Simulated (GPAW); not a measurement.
Computed results, one entry a study.

```
KI (Fm-3m): one start, several treatments of the self-energy
1.0
     0.00000    3.53277    3.53278
     3.53277    0.00000    3.53277
     3.53277    3.53277    0.00000
K I
1 1
Direct
  0.00000 0.00000 0.00000
  0.50000 0.50000 0.50000
# method: DFT, PBE, plane waves, PAW (and 3 further levels or steps)
# program: GPAW 26.7.0
# settings of one run: cutoff 450 eV, GPAW PAW setups 1.2.1 data release, 4×4×4 k-mesh, nbands 415
# cost: 6 runs, 7.1 min in all on 4 MPI ranks of Arm Neoverse V2, shared host (the runs of this entry)
# notes: The cell and positions come from the Crystallography Open Database and are kept as given unless a step says otherwise. Limits: no spin-orbit coupling. Bands and cutoff are finite, so the gap is not at the basis limit. The miss can reach some tenths of an eV and take either sign; the mesh is an error of its own.
# G0W0, Godby-Needs plasmon pole: 6.034 eV
# one-shot HSE06: 4.858 eV
# G0W0, extrapolated in the cutoff: 6.202 eV
# one-shot Hartree-Fock: 10.572 eV
# G0W0, full frequency, Hilbert transform: 6.062 eV
# known limits: not at the basis limit; no spin-orbit coupling
```

```
How the form of the self-energy moves the gap of BaAlGeH (P3m1)
1.0
     4.34484    0.00000    0.00000
    -2.17242    3.76274    0.00000
     0.00000    0.00000    5.21606
Ba Al Ge H
1 1 1 1
Direct
  0.00000 0.00000 0.00000
  0.66667 0.33333 0.53950
  0.33333 0.66667 0.45510
  0.66667 0.33333 0.87030
# method: DFT, LDA, plane waves, PAW (and 1 further level or step)
# program: GPAW 26.7.0
# settings of one run: cutoff 600 eV, GPAW PAW setups 1.2.1 data release, 3×3×2 k-mesh, nbands 111
# cost: 4 runs, 55 s in all on 4 MPI ranks of Arm Neoverse V2, shared host (the runs of this entry)
# notes: The cell and positions come from the Crystallography Open Database and are kept as given unless a step says otherwise. Limits: no spin-orbit coupling. Bands and cutoff are finite, so the gap is not at the basis limit. The miss can reach some tenths of an eV and take either sign; the mesh is an error of its own. The 3×3×2 mesh is coarse for this cell, which bears on the long-range parts of exchange and screening.
# G0W0, Godby-Needs plasmon pole: 1.582 eV
# G0W0, full frequency, Hilbert transform: 1.582 eV
# G0W0, multipole: 1.605 eV
# known limits: not at the basis limit; no spin-orbit coupling; coarse k mesh
```

[Paths, hosts, dates, memory and timing lines, banners, echoed tables and standing remarks are left out of the program output.]

[Logs are printed without paths, hosts, clocks, repeated set-up lines and the standing remarks that a program may print on its own settings, such as how far it seeks lower states.]

[Runs of the session that timed out or met a known fault of the program may be left out.]

[Hosts, paths, dates, database ids (printed as entryN), source tags and the programs' standing remarks are cut or masked in the printed files.]
